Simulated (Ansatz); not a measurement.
# Phonons of AlP (F-43m) against volume, part 2 of 3

Aim: how do the optical modes of AlP (F-43m) move with volume?

Ansatz 0.2.0; DFT PBE, scalar-relativistic, plane waves, PAW; PAW set soft_1.

So far. Step 3 (Tight relaxation): The forces vanish by symmetry and the pressure is 0.006 GPa, within the tolerances set. The cell now holds 20.88 Å³/atom.

The database entry behind the starting cell differs from later determinations by our own check (0.1 to 0.3 % short, probably kX units), so it need not match the best structure at ambient conditions.

## Step 4: Modes at rest

The modes at rest are the reference of the series, and the response to a field gives the dielectric tensor and the Born charges.

input.yaml

```yaml
crystal:
  lattice:
    - [0.0, 2.7535785436, 2.7535785436]
    - [2.7535785436, 0.0, 2.7535785436]
    - [2.7535785436, 2.7535785436, 0.0]
  atoms:
    - { symbol: Al, position: [0.0, 0.0, 0.0] }
    - { symbol: P, position: [0.75, 0.75, 0.75] }
kpoints:
  mp_grid: { grid: [12, 12, 12] }
hamiltonian:
  xc: pbe
  pseudopotentials: { kind: paw, azcp: { folder: soft_1 } }
scf:
  occupations: { method: fixed }
output:
  eigenvalues: true
phonons:
  method: dfpt
  dielectric: true
  rigid_motions: translations
  raman: true
```

The run is started by

```console
> ansatz run input.yaml --threads 4 --pin off --max-ram 10240MiB --backend cpu --events-out ev --progress --plain --runs-dir out
```

Numbers of over 12 decimals in the logs are rounded to 6 here.

The program printed:

```text
[...]
Crystal: 2 atoms, lattice volume = 41.756 Å³
Basis set: ecut = 420 eV, 869 PW (Γ), exchange–correlation on 54×54×54 points (8 copies of the dense FFT grid, shifted against one another)
Bands: 8, of which v1, the nominal top of the filled ones, is band 4 counted from 1 (3 counted from 0)
Symmetry: 24 space group operations
k-points: 280 of 1728 (irreducible under 4 space group operations, time reversal used)
[...]
SCF iter   1: F=—  HF=-1294.710626 eV  |F-HF|=—  |Δ(HF+E_count)|=         —  Δρ=4.35e-2  dr2=1.04e0  ethr=3.10e-3  ⟨swp⟩=5.4  Hψ=16572  notcnv=0  defer=529
[...]
SCF iter   8: F=-1294.445861 eV  HF=-1294.445861 eV  |F-HF|=9.09e-13  |Δ(HF+E_count)|=  1.04e-10  Δρ=1.62e-7  dr2=7.28e-12  ethr=1.25e-12  ⟨swp⟩=10.5  Hψ=18994  notcnv=0
SCF 1 converged in 8 iterations: F = -1294.445861 eV  dr2 = 7.28e-12
[...]
NSCF: frozen V_eff on 1 k-points
DFPT response loops at Γ: preconditioner auto → none (the input reference at scf.mixing.eps_inf says where Resta's filter doesn't serve); β = 0.50; Broyden in place of MSR1
── the response to a field inside a basis, on 12×12×12 k-points: an SCF that follows is theirs, and a resumed run solves both again ──
Bands: 5, of which v1, the nominal top of the filled ones, is band 4 counted from 1 (3 counted from 0)
k-points: 182
[...]
Eigensolver: Dense (182 Hₖ)
SCF iter   1: F=—  HF=-1294.445347 eV  |F-HF|=—  |Δ(HF+E_count)|=         —  Δρ=2.12e-5  dr2=4.52e-8  ethr=1.00e-1
[...]
SCF iter   4: F=-1294.445348 eV  HF=-1294.445348 eV  |F-HF|=1.27e-11  |Δ(HF+E_count)|=  1.31e-10  Δρ=1.85e-7  dr2=6.58e-12  ethr=7.07e-12
SCF 1 converged in 4 iterations: F = -1294.445348 eV  dr2 = 6.58e-12
[...]
SCF converged after 8 iterations
Free energy (F): -1294.445861 eV
[...]
Internal energy: -1294.445861 eV  (E = F + TS)
E sigma→0 (E₀):  -1294.445861 eV
Fermi energy:    4.786908 eV
[...]
--- Band table (eV; the first three rows and the last of 280) ---
[...]
--- Phonons (Γ-DFPT): 2 representative perturbations + reference, on 280 of 1728 k-points (Σ response iterations 6) ---
  k mesh reduced under 4 symmetry operations, with k and −k counted as one. Each operation leaves every solved perturbation unchanged. A smaller set is not considered because the run solves the response to a homogeneous field
  ASR residual: 3.054e-5 → 0.000e0 eV/Å²; symmetrization residual: 5.329e-7 eV/Å²
  ASR residual per site (eV/Å²): 1.54e-5 3.05e-5
  Γ frequencies (cm⁻¹): 0.00 0.00 0.00 426.46 426.46 426.46
  ε∞ (high-frequency dielectric tensor):
        8.119233     0.000000     0.000000
        0.000000     8.119233     0.000000
        0.000000     0.000000     8.119233
  ε⁰ (static dielectric tensor: ions relaxed, cell fixed):
       10.383207     0.000000     0.000000
        0.000000    10.383207     0.000000
        0.000000     0.000000    10.383207
  ε⁰ − ε∞ (ionic part):
        2.263974     0.000000     0.000000
        0.000000     2.263974     0.000000
        0.000000     0.000000     2.263974
  softest optical mode at Γ: 426.46 cm⁻¹; the repairs (sum rule, projections) moved no ω² at Γ by more than (0.55 cm⁻¹)²
  Born effective charges Z* (e; rows j = field, columns β = displacement):
    site 0:
         2.24466    0.00000    0.00000
         0.00000    2.24466    0.00000
         0.00000    0.00000    2.24466
    site 1:
        -2.24466   -0.00000   -0.00000
        -0.00000   -2.24466   -0.00000
        -0.00000   -0.00000   -2.24466
  Z* charge neutrality: 8.880e-6 e pre-enforcement
  solved inside a basis spanned on kpoints, on 12×12×12 k-points transformed towards the longest dipole: ε∞ is read to err by 2.2e-2, Z* by 7.3e-3 e (field_mesh: kpoints solves on kpoints); Z* is corrected for what the basis lacks
  Raman tensors (in the event stream and the table raman_tensors.tsv): an entry may err by 2.8e-3 Å², one of the second-order susceptibility by 2.8e-2 pm/V (basis, points and sum rule); their sum over the sites missed zero by 4.465e-5 Å² ahead of its enforcement
  optical modes at Γ without the LO–TO term, one row a degenerate level:
      ω (cm⁻¹)  modes    IR ((D/Å)²/amu)  static Raman (Å⁴/amu)  depolarisation
        426.46      3            24.1834                89.4558           0.750
  optical modes at Γ + LO–TO along q̂ = [1.0000, 0.0000, 0.0000]:
      ω (cm⁻¹)  modes    IR ((D/Å)²/amu)  static Raman (Å⁴/amu)  depolarisation
        426.46      2            16.1223                59.6372           0.750
        482.27      1             8.0611                96.6203           0.750
  optical modes at Γ + LO–TO along q̂ = [0.0000, 1.0000, 0.0000]:
      ω (cm⁻¹)  modes    IR ((D/Å)²/amu)  static Raman (Å⁴/amu)  depolarisation
        426.46      2            16.1223                59.6372           0.750
        482.27      1             8.0611                96.6203           0.750
  optical modes at Γ + LO–TO along q̂ = [0.0000, 0.0000, 1.0000]:
      ω (cm⁻¹)  modes    IR ((D/Å)²/amu)  static Raman (Å⁴/amu)  depolarisation
        426.46      2            16.1223                59.6372           0.750
        482.27      1             8.0611                96.6203           0.750
```

Run time: 36 s. Hardware: 4 threads of AMD EPYC 7B13 (Zen 3), shared host; peak memory 0.87 GiB.

This step gave:

| Item | Value |
| --- | --- |
| sum-rule residual before enforcement | 3.05e-5 eV/Å² |
| miss of the charge sum rule | 8.88e-6 e |
| estimated error of the dielectric tensor | 0.02185 |
| estimated error of the Born charges | 0.007334 e |
| point group | -43m |
| highest optical mode at the zone centre (no LO-TO term) | 426.5 cm⁻¹ |
| lowest optical zone-centre mode | 426.5 cm⁻¹ |
| mean high-frequency dielectric constant | 8.119 |
| largest Born charge (third of the trace) | 2.245 e |
| mean static dielectric constant | 10.38 |
| top of the zone-centre spectrum with the field | 482.3 cm⁻¹ |

Without the LO-TO term. Patterns of degenerate modes are one choice out of their space. The modes at Γ (shares of kinetic energy by element, %):

```csv
mode,frequency (cm⁻¹),symmetry,Al %,P %
1,0.0,acoustic,47,53
2,0.0,acoustic,47,53
3,0.0,acoustic,47,53
4,426.5,T2,53,47
5,426.5,T2,53,47
6,426.5,T2,53,47
```

Displacements in mode 6 (426.5 cm⁻¹), the largest set to 1:
```
Al1  0.00 -0.03  1.00
P2   0.00  0.03 -0.87
```

Optical modes at the zone centre, without and with the macroscopic field of the longitudinal modes; each column is sorted by frequency, so a row need not hold one and the same mode. Modes with and without the field, by row:

```csv
rank among optical modes,no field (cm⁻¹),"q along (1, 0, 0) (cm⁻¹)"
1,426.5,426.5
2,426.5,426.5
3,426.5,482.3
```

Born charge (rows field, columns displacement) (e), principal values of the symmetric part by kind of site:

```csv
atom,atoms with these values,low,middle,high,mean
Al1,1,2.24,2.24,2.24,2.24
P2,1,-2.24,-2.24,-2.24,-2.24
```

In full for Al1:

```
2.24 0.00 0.00
0.00 2.24 0.00
0.00 0.00 2.24
```

High-frequency dielectric tensor:

```
8.12 0.00 0.00
0.00 8.12 0.00
0.00 0.00 8.12
```

Static dielectric tensor (ions relaxed, fixed cell):

```
10.38  0.00  0.00
 0.00 10.38  0.00
 0.00  0.00 10.38
```

Transverse modes. Infrared lines, with heights relative to the strongest:

```csv
position (cm⁻¹),label,relative intensity
426,T2,100
```

Activity x (w_L - w)^4 (n + 1)/w, 532 nm, 300 K; modes without the macroscopic field alone. Lines of the Raman spectrum (strongest = 100):

```csv
position (cm⁻¹),label,relative intensity
426,T2,100
```

Before it was imposed, the acoustic sum rule was missed by 3.1e-5 eV/Å² and the charge sum rule by 8.9e-6 e. Small misses are needed for a sound result but don't prove that mesh and cutoff are converged. The lowest optical mode is real, 426 cm⁻¹.

## Step 5: Ground state of a member: 1.06 times the volume at rest

The cell is set to 1.06 times the volume at rest; symmetry leaves nothing else free, so this is a single point.

input.yaml, the sections that differ from step 4:

```yaml
crystal:
  lattice:
    - [0.0, 2.8075839906, 2.8075839906]
    - [2.8075839906, 0.0, 2.8075839906]
    - [2.8075839906, 2.8075839906, 0.0]
  atoms:
    - { symbol: Al, position: [0.0, 0.0, 0.0] }
    - { symbol: P, position: [0.75, 0.75, 0.75] }
output:
  forces: true
  stress: true
  eigenvalues: true
# kpoints, hamiltonian, scf: as in step 4
# phonons: removed
```

The program printed:

```text
[...]
Crystal: 2 atoms, lattice volume = 44.262 Å³
Basis set: ecut = 420 eV, 893 PW (Γ), exchange–correlation on 54×54×54 points (8 copies of the dense FFT grid, shifted against one another)
Bands: 8, of which v1, the nominal top of the filled ones, is band 4 counted from 1 (3 counted from 0)
Symmetry: 24 space group operations
[...]
k-points: 72 of 1728 (time reversal used)
[...]
SCF iter   1: F=—  HF=-1294.651665 eV  |F-HF|=—  |Δ(HF+E_count)|=         —  Δρ=4.08e-2  dr2=1.00e0  ethr=3.10e-3  ⟨swp⟩=5.3  Hψ=4283  notcnv=0  defer=129
[...]
SCF iter   6: F=-1294.410883 eV  HF=-1294.410883 eV  |F-HF|=3.50e-9  |Δ(HF+E_count)|=   1.06e-6  Δρ=8.88e-6  dr2=4.02e-8  ethr=1.25e-9  ⟨swp⟩=9.8  Hψ=4794  notcnv=0
SCF 1 converged in 6 iterations: F = -1294.410883 eV  dr2 = 4.02e-8
[...]
SCF converged after 6 iterations
Free energy (F): -1294.410883 eV
[...]
Internal energy: -1294.410883 eV  (E = F + TS)
E sigma→0 (E₀):  -1294.410883 eV
Fermi energy:    4.255018 eV
[...]
--- Stress (GPa, compression-positive) ---
       -4.256998       0.000000       0.000000
        0.000000      -4.256998       0.000000
       -0.000000       0.000000      -4.256998
  P = ⅓ Tr σ = -4.2570 GPa (-42.570 kbar)
--- Band table (eV; the first three rows and the last of 72) ---
[...]
```

It took 0.66 s on 4 threads; peak memory 0.38 GiB.

Numbers from this step:

```
pressure          : -4.257 GPa
gap on the k-mesh : 1.735 eV
volume per atom   : 22.13 Å³
```

The forces vanish by symmetry, at a pressure of -4.26 GPa.

## Step 6: Zone-centre modes of the member: 1.06 times the volume at rest

The zone-centre modes follow for 1.06 times the volume at rest, with the response to a field.

input.yaml, as its differences from that of step 5:

```diff
@@ -16,4 +16,6 @@
 output:
-  forces: true
-  stress: true
   eigenvalues: true
+phonons:
+  method: dfpt
+  dielectric: true
+  rigid_motions: translations
```

The program printed:

```text
[...]
Crystal: 2 atoms, lattice volume = 44.262 Å³
Basis set: ecut = 420 eV, 893 PW (Γ), exchange–correlation on 54×54×54 points (8 copies of the dense FFT grid, shifted against one another)
Bands: 8, of which v1, the nominal top of the filled ones, is band 4 counted from 1 (3 counted from 0)
Symmetry: 24 space group operations
k-points: 280 of 1728 (irreducible under 4 space group operations, time reversal used)
[...]
SCF iter   1: F=—  HF=-1294.651732 eV  |F-HF|=—  |Δ(HF+E_count)|=         —  Δρ=4.08e-2  dr2=1.00e0  ethr=3.10e-3  ⟨swp⟩=5.3  Hψ=16652  notcnv=0  defer=524
[...]
SCF iter   8: F=-1294.410883 eV  HF=-1294.410883 eV  |F-HF|=0.00e0  |Δ(HF+E_count)|=  1.50e-10  Δρ=1.71e-7  dr2=8.28e-12  ethr=1.25e-12  ⟨swp⟩=10.1  Hψ=18783  notcnv=0
SCF 1 converged in 8 iterations: F = -1294.410883 eV  dr2 = 8.28e-12
[...]
Bands: 5, of which v1, the nominal top of the filled ones, is band 4 counted from 1 (3 counted from 0)
k-points: 182 of 1728 (irreducible under 6 space group operations, time reversal used)
[...]
Eigensolver: Dense (182 Hₖ)
SCF iter   1: F=—  HF=-1294.410374 eV  |F-HF|=—  |Δ(HF+E_count)|=         —  Δρ=2.08e-5  dr2=4.82e-8  ethr=1.00e-1
[...]
SCF iter   2: F=-1294.410374 eV  HF=-1294.410374 eV  |F-HF|=9.33e-8  |Δ(HF+E_count)|=   2.69e-7  Δρ=1.06e-5  dr2=1.25e-8  ethr=6.02e-10
SCF 1 converged in 2 iterations: F = -1294.410374 eV  dr2 = 1.25e-8
[...]
SCF converged after 8 iterations
Free energy (F): -1294.410883 eV
[...]
Internal energy: -1294.410883 eV  (E = F + TS)
E sigma→0 (E₀):  -1294.410883 eV
Fermi energy:    4.255115 eV
[...]
--- Band table (eV; the first three rows and the last of 280) ---
[...]
ASR residual: 1.449e-5 → 0.000e0 eV/Å²; symmetrization residual: 7.201e-7 eV/Å²
  ASR residual per site (eV/Å²): 1.45e-5 1.42e-5
  Γ frequencies (cm⁻¹): 0.00 0.00 0.00 397.30 397.30 397.30
  ε∞ (high-frequency dielectric tensor):
        8.266933     0.000000    -0.000000
        0.000000     8.266933     0.000000
       -0.000000     0.000000     8.266933
  ε⁰ (static dielectric tensor: ions relaxed, cell fixed):
       10.809696    -0.000000     0.000000
       -0.000000    10.809696     0.000000
        0.000000     0.000000    10.809696
  ε⁰ − ε∞ (ionic part):
        2.542763    -0.000000     0.000000
       -0.000000     2.542763     0.000000
        0.000000     0.000000     2.542763
[...]
Born effective charges Z* (e; rows j = field, columns β = displacement):
    site 0:
         2.28173   -0.00000    0.00000
        -0.00000    2.28173    0.00000
         0.00000    0.00000    2.28173
    site 1:
        -2.28173    0.00000   -0.00000
         0.00000   -2.28173   -0.00000
        -0.00000   -0.00000   -2.28173
  Z* charge neutrality: 7.074e-5 e pre-enforcement
  solved inside a basis spanned on kpoints, on 12×12×12 k-points, its susceptibility summed on 16×16×16: ε∞ is read to err by 2.2e-2, Z* by 7.3e-3 e (field_mesh: kpoints solves on kpoints); Z* is corrected for what the basis lacks
  optical modes at Γ without the LO–TO term, one row a degenerate level:
      ω (cm⁻¹)  modes    IR ((D/Å)²/amu)
        397.30      3            24.9886
  optical modes at Γ + LO–TO along q̂ = [1.0000, 0.0000, 0.0000]:
      ω (cm⁻¹)  modes    IR ((D/Å)²/amu)
        397.30      2            16.6591
        454.32      1             8.3295
  optical modes at Γ + LO–TO along q̂ = [0.0000, 1.0000, 0.0000]:
      ω (cm⁻¹)  modes    IR ((D/Å)²/amu)
        397.30      2            16.6591
        454.32      1             8.3295
  optical modes at Γ + LO–TO along q̂ = [0.0000, 0.0000, 1.0000]:
      ω (cm⁻¹)  modes    IR ((D/Å)²/amu)
        397.30      2            16.6591
        454.32      1             8.3295
```

It took 14 s on 4 threads; peak memory 0.66 GiB.

Numbers from this step:

```yaml
sum_rule_residual_before_enforcement: 1.45e-5 eV/Å²
miss_of_the_charge_sum_rule: 7.07e-5 e
estimated_error_of_the_dielectric_tensor: 0.02244
estimated_error_of_the_born_charges: 0.007330 e
highest_optical_mode_at_the_zone_centre_no_lo_to_term: 397.3 cm⁻¹
lowest_optical_zone_centre_mode: 397.3 cm⁻¹
mean_high_frequency_dielectric_constant: 8.267
largest_born_charge_third_of_the_trace: 2.282 e
mean_static_dielectric_constant: 10.81
top_of_the_zone_centre_spectrum_with_the_field: 454.3 cm⁻¹
```

Without the LO-TO term. Patterns of degenerate modes are one choice out of their space. The modes at Γ (shares of kinetic energy by element, %):

```csv
mode,frequency (cm⁻¹),symmetry,Al %,P %
1,0.0,acoustic,47,53
2,0.0,acoustic,47,53
3,0.0,acoustic,47,53
4,397.3,T2,53,47
5,397.3,T2,53,47
6,397.3,T2,53,47
```

Transverse modes. Lines of the infrared spectrum (strongest = 100):

```csv
position (cm⁻¹),label,relative intensity
397,T2,100
```

The optical mode without the LO-TO term lies at 397.3 cm⁻¹.

For the mean static dielectric tensor (ions relaxed, fixed cell), step 4 gave 10.4; this run, with volume ratio 1.06, gives 10.8 (+4 %).

(Part 2 of 3 ends here.)

[Logs are printed without paths, hosts, clocks, repeated set-up lines and the standing remarks that a program may print on its own settings, such as how far it seeks lower states.]

[Hosts, paths, dates, database ids (printed as entryN), source tags and the programs' standing remarks are cut or masked in the printed files.]
